An electron in rocksalt PbTe finds every atom surrounded by six atoms of the other element, yet its energy changes by several electronvolts with its wave vector. The wave vector sets how the phase of the wave advances from atom to atom, and so which orbitals can combine. If the levels at five wave vectors are known, what are they at Γ, where the phase doesn't advance at all, and at (0.4,0,0), four fifths of the way from Γ to the zone-boundary point L?

Levels of rocksalt PbTe from ABINIT 10.8.3, computed with the PBEsol functional and scalar-relativistic PseudoDojo v0.4.1 standard norm-conserving pseudopotentials, without spin–orbit coupling. The runs use a 5×5×5 k mesh, a 925 eV plane-wave cutoff and Fermi–Dirac smearing of 0.05 eV. Energies are counted from the highest occupied level on the mesh.

```csv
point a (reciprocal cell vector),point b (reciprocal cell vector),point c (reciprocal cell vector),level under 4 (eV),level under 3 (eV),level under 2 (eV),level under 1 (eV),level over 1 (eV),level over 2 (eV)
0.0000,0.0000,0.0000,?,?,?,?,?,?
0.4000,0.0000,0.0000,?,?,?,?,?,?
0.2000,0.2000,0.0000,-6.438,-1.759,-1.759,-0.429,1.985,4.456
0.4000,0.2000,0.0000,-7.495,-2.067,-1.889,-1.601,3.031,3.663
-0.4000,0.2000,0.0000,-8.201,-2.807,-1.332,-0.974,2.205,2.362
0.4000,0.4000,0.0000,-7.142,-3.714,-2.525,-2.525,3.508,5.399
-0.4000,0.4000,0.2000,-7.837,-3.256,-3.255,-0.525,2.055,4.821
```

The three point columns are coordinates along the reciprocal cell vectors. "Level under 1" is the nearest level beneath the gap and "level under 4" the deepest of the four, while the two "level over" columns are the lowest empty levels. All are PBEsol energies without spin–orbit coupling, counted from the highest occupied level on the mesh. By textbook assignment the three upper valence levels are mainly Te p, the one beneath them Pb s and the lowest empty ones Pb p.

The simplest relative of this crystal is the LiH molecule. Two unequal orbitals a distance Δ apart in energy couple with strength V, and their levels move apart to a spacing of √(Δ² + 4V²). In the molecule the bond length fixes V; in the crystal V also depends on the wave vector. The likeness ends where a third orbital joins in, as Pb s does here.

Consider a Te p orbital pointing along one cube axis, with a Pb atom at each end. Let θ be the phase advance from Te to the next Pb along that axis. At θ = 0 the two Pb p orbitals act together and push the Te level down, while the two Pb s orbitals cancel. At θ = 90°, which L has on all three axes, the roles are exchanged: Pb p cancels and Pb s, lying below, pushes the Te level up. Head-on p coupling therefore follows cos θ, and s–p coupling follows sin θ.

The known rows show this at work. At (0.2,0.2,0), on the line from Γ to X, θ is 72° along one axis and zero along the other two. One valence level there stands 1.33 eV above an equal pair (1.759 − 0.429). Theory assigns the high level to the orbital along the axis with the phase advance, and the pair to the other two orbitals.

For Γ, the pair can be followed back along this line. The head-on phase of these two orbitals stays at zero along it. What changes is mainly their weaker side-on coupling to the Pb p orbitals on the axis with the phase advance, which has the opposite sign to the head-on one. The pair's energy should then be nearly linear in cos θ, which is −0.81 at (0.4,0.4,0), 0.31 at (0.2,0.2,0) and 1 at Γ. Between the two known points the pair rises by 0.77 eV (2.525 − 1.759), so at Γ it should lie at

−1.76 + 0.77 × (1 − 0.31)/(0.31 + 0.81) = −1.29 eV.

Cubic symmetry makes all three Te p levels equal there. The same line, drawn through the second empty level, gives the empty levels at Γ if that level belongs to the Pb p pair.

A second route uses all five known rows. For weak coupling each push is about V²/Δ, and with head-on and side-on coupling together the squared cosines and sines and their cross terms reduce to two sums over the axes. A formula with three constants was fitted to the mean of the three upper valence levels, and another of the same form to the level beneath. For the valence level at Γ the forecast averages both routes.

Near L the mean must be divided between one high level and a pair. Here I used two gaps reported by the same calculation: 1.15 eV across the mesh and 1.18 eV at a single wave vector. I assumed that (0.4,0,0) holds the lowest empty level and the smallest direct gap, which puts its top valence level 0.03 eV below zero. The second empty level was a rough guess. The forecasts, in eV, were:

- Γ, level under 4: −5.2 (−5.8 to −4.9), with more room below because strong repulsion grows more slowly than V²/Δ
- Γ, three equal valence levels: −1.2 (−1.5 to −0.95)
- Γ, both empty levels: 3.9 (3.3 to 4.5)
- (0.4,0,0), level under 4: −8.2 (±0.2)
- (0.4,0,0), valence pair: −1.5 (±0.3)
- (0.4,0,0), top valence level: −0.03 (−0.25 to 0)
- (0.4,0,0), first empty level: 1.15 (1.15 to 1.35)
- (0.4,0,0), second empty level: 1.5 (1.15 to 2.3)

The withheld rows as computed:

```csv
point a (reciprocal cell vector),point b (reciprocal cell vector),point c (reciprocal cell vector),level under 4 (eV),level under 3 (eV),level under 2 (eV),level under 1 (eV),level over 1 (eV),level over 2 (eV)
0.0000,0.0000,0.0000,-5.474,-1.169,-1.169,-1.169,4.238,4.238
0.4000,0.0000,0.0000,-8.080,-0.791,-0.791,-0.034,1.147,1.632
```

At Γ every level falls within its range. The three valence levels are indeed equal, 0.04 eV above the forecast. The deepest level lies 0.3 eV below the fitted value, within the wider lower side, but the reason given for that side needs care. The repulsion between Pb s and Te p vanishes at Γ, and its slower growth elsewhere would put the level above the fit, not below. The repulsion that counts at Γ is another one: the deeper Te s level pushes Pb s up, most strongly where all three cosines are 1. Te s isn't in the table, but the same run gives it, 6.4 eV below Pb s at Γ and only 2.6 eV below at (0.4,0,0). A spacing that more than doubles means strong coupling, so the upward push should level off towards Γ and leave the level under a weak-coupling fit, as found. The empty levels are equal too, but 0.36 eV higher than the straight line suggested.

At (0.4,0,0) the two levels next to the gap agree with the forecast, which confirms where the reported gaps belong but doesn't test the formula. The deepest level and the second empty level also fall within their ranges. The valence pair does not: it lies at −0.79 eV, 0.73 eV above the forecast and far outside the error bar. That bar was too narrow: with three constants on five rows, the fit misses a left-out row by 0.26 eV (rms), and dividing the mean makes such an error half as large again.

The spacings suggest why. The run's next level up shows the second empty level to be one of an equal pair at both points, as the valence pair's partner must be. The two are 2.4 eV apart near L (1.632 + 0.791) but 6.2 eV apart at (0.2,0.2,0) (4.456 + 1.759). Taking the smaller spacing as roughly Δ, the LiH formula gives 2V ≈ √(6.2² − 2.4²) ≈ 5.7 eV at the second point. That is more than twice Δ, so the coupling is far from weak. The estimate is rough: some coupling remains at 72°, so Δ should be smaller still, and the midpoint of the two levels moves from 0.4 to 1.3 eV between the points, which two orbitals alone wouldn't do.

A weak-coupling formula adjusted to such strongly coupled rows is too flat where the coupling fades, and it leaves the level too low. The phase picture was the better guide: near L all three axes have θ = 72°, so all three Te p levels escape most of the downward push. It is no ranking for all wave vectors, though. At (−0.4,0.2,0) the angles are 108°, 108° and 36°, at least as near to 90° as the 72°, 0° and 0° at (0.2,0.2,0), yet the gap at that single wave vector is wider, 3.18 eV against 2.41 eV.

At L itself θ is 90° on all three axes, so the p–p push vanishes while Pb s still lifts one Te p level. That fits the known direct gap of PbTe at L, a point that this mesh steps over. The highest occupied level on the mesh, the zero of the tables, is in none of the seven rows. It lies at an unlisted mesh point, only 0.03 eV above the top level at (0.4,0,0), and doesn't show that the crystal's gap is indirect. A gap read from the mesh should therefore be wider than the method's own gap at L, which wasn't computed. Spin–orbit coupling, left out here, would lower the empty Pb p edge strongly, so 1.15 eV should not be used as the gap of the real material. The printed output after this text gives both fits and the misses.

Output of the analysis:

```
fit of vmean on 5 rows: constant -1.883 +/- 0.051, coefficient of shella 0.5385 +/- 0.055, coefficient of shellb -0.289 +/- 0.039; rms 0.067, worst 0.4 0.107, leave-one-out rms 0.263
  rows outside the fit (model, value, miss): 0.0 -1.135, -1.169, 0.0344; 0.4 -1.028, -0.5387, -0.489
fit of level_under_4 on 5 rows: constant -7.579 +/- 0.03, coefficient of shella 0.4905 +/- 0.033, coefficient of shellb 0.3119 +/- 0.023; rms 0.0398, worst 0.4 -0.0674, leave-one-out rms 0.158
  rows outside the fit (model, value, miss): 0.0 -5.171, -5.474, 0.303; 0.4 -8.195, -8.08, -0.115
Cosine sums and mean of the three upper valence levels:
   row  sum of cosine products  sum of cos 2theta  mean in eV
   0.0                       3                  3      -1.169
   0.4                  0.2865             -2.427     -0.5387
   0.2                   1.618              1.191      -1.316
   0.4                  0.1545             -0.191      -1.852
  -0.4                 -0.4045             -1.309      -1.704
   0.4                  -0.618              2.309      -2.921
  -0.4                   -0.75                0.5      -2.345
Gamma valence level from the line Gamma-X alone, eV: -1.286
Gamma valence level, forecast from both routes, eV: -1.21
Gamma empty levels, forecast, eV: 3.873
Valence pair at (0.4,0,0), forecast, eV: -1.525
Miss of Gamma valence level, forecast less computed, eV: -0.04111
Miss of first empty level at Gamma, eV: -0.3648
Miss of second empty level at Gamma, eV: -0.3648
Miss of top valence level at (0.4,0,0), eV: -2.776e-17
Miss of valence pair at (0.4,0,0), against second level from top, eV: -0.7335
Miss of first empty level at (0.4,0,0), eV: 0
Miss of second empty level at (0.4,0,0), eV: -0.132
```
